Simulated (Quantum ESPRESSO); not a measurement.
The system is MnO.

```
Mn O
1.0
     2.67239    0.00000    0.00000
     0.00000    2.67239    0.00000
     0.00000    0.00000    2.67239
Mn O
1 1
Direct
  0.00000 0.00000 0.00000
  0.50000 0.50000 0.50000
```

Measurements of this composition are mostly on another form, of space group No. 225.

Alike in all runs: program Quantum ESPRESSO 7.5; functional PBEsol; potentials or basis PseudoDojo 0.4.1 SR PBEsol standard; cutoff 1306 eV; density cutoff 5225 eV; k mesh 7 × 7 × 7; occupations gaussian, width 0.05 eV; hubbard terms Mn d U = 3 eV.

**Question.** Only the start or the spin constraint differs. Which run ends lowest in energy?
A. no spin polarisation; state nm; occupations atomic
B. collinear spin, ferromagnetic start of up to 5 μB; state fm; occupations atomic
C. collinear spin, zero start; state nm spin; fixed moment 0; occupations atomic

**Answer.** B.

```csv
start,free energy over the lowest (meV/atom),net moment (μB),site or absolute moments (μB),gap
no spin polarisation; state nm; occupations atomic,1846.8,-,-,none (metal or under the smearing width)
"collinear spin, zero start; state nm spin; fixed moment 0; occupations atomic",1846.9,0.00,-,-
"collinear spin, ferromagnetic start of up to 5 μB; state fm; occupations atomic",0.0,5.00,Mn +4.31; O +0.24,0.57 eV
```

Allowing spin polarisation gains 1847 meV/atom. Runs with fixed or held moments lie higher by the price of the constraint. A still lower state may exist.

Caveats: the cell is far from rest, so the order of the states can change on relaxing; an odd mesh through Γ misses points on the zone boundary, where band edges often lie (some runs); a cell with one magnetic atom can't hold antiferromagnetic order, which such compounds often take (some runs); an odd number of electrons without spin polarisation forces a metal (some runs); a magnetic or distorted state may lie lower (some runs); U without spin polarisation on a metal has little footing (some runs); the total moment is fixed, so each spin has its own Fermi level (some runs).
